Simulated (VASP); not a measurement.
A run of VASP 6.6.1 is set up as follows.

The input INCAR:

```
SYSTEM = CdO
PREC = Accurate ; ENCUT = 520
EDIFF = 1E-6 ; ISMEAR = 0
SIGMA = 0.1 ; LREAL = .False.
LASPH = .True. ; NELM = 100
ALGO = Normal ; ISIF = 2
LWAVE = .False. ; LCHARG = .False.
GGA = PE
```

The input KPOINTS:

```
regular mesh
0
Gamma
  16 16 16
  0 0 0
```

The input POSCAR:

```
CdO
1.0
    0.0000000000      2.3495000000      2.3495000000
    2.3495000000      0.0000000000      2.3495000000
    2.3495000000      2.3495000000      0.0000000000
Cd O
1 1
Direct
    0.0000000000      0.0000000000      0.0000000000
    0.5000000000      0.5000000000      0.5000000000
```

File KPOINTS_OPT:

```
path GXWKGLUWLK,UX
20
line-mode
reciprocal
 0.0000000000  0.0000000000  0.0000000000  G
 0.5000000000  0.0000000000  0.5000000000  X

 0.5000000000  0.0000000000  0.5000000000  X
 0.5000000000  0.2500000000  0.7500000000  W

 0.5000000000  0.2500000000  0.7500000000  W
 0.3750000000  0.3750000000  0.7500000000  K

 0.3750000000  0.3750000000  0.7500000000  K
 0.0000000000  0.0000000000  0.0000000000  G

 0.0000000000  0.0000000000  0.0000000000  G
 0.5000000000  0.5000000000  0.5000000000  L

 0.5000000000  0.5000000000  0.5000000000  L
 0.6250000000  0.2500000000  0.6250000000  U

 0.6250000000  0.2500000000  0.6250000000  U
 0.5000000000  0.2500000000  0.7500000000  W

 0.5000000000  0.2500000000  0.7500000000  W
 0.5000000000  0.5000000000  0.5000000000  L

 0.5000000000  0.5000000000  0.5000000000  L
 0.3750000000  0.3750000000  0.7500000000  K

 0.6250000000  0.2500000000  0.6250000000  U
 0.5000000000  0.0000000000  0.5000000000  X
```

Potentials or basis: VASP PAW PBE potentials, release 64 (Cd, O).

The run is started by

```console
$ cat potpaw_PBE.64/Cd/POTCAR potpaw_PBE.64/O/POTCAR > POTCAR
$ mpirun -np 1 vasp_std > vasp.out
```

(1) What does it give for the pressure?

(2) Estimate the band gap along the path.

## Answers

(1) 7.6 GPa.

(2) none (metal or under the smearing width).

Caveat: this crystal is a semiconductor, whose small gap the functional closes, so the metal is an error of the method.
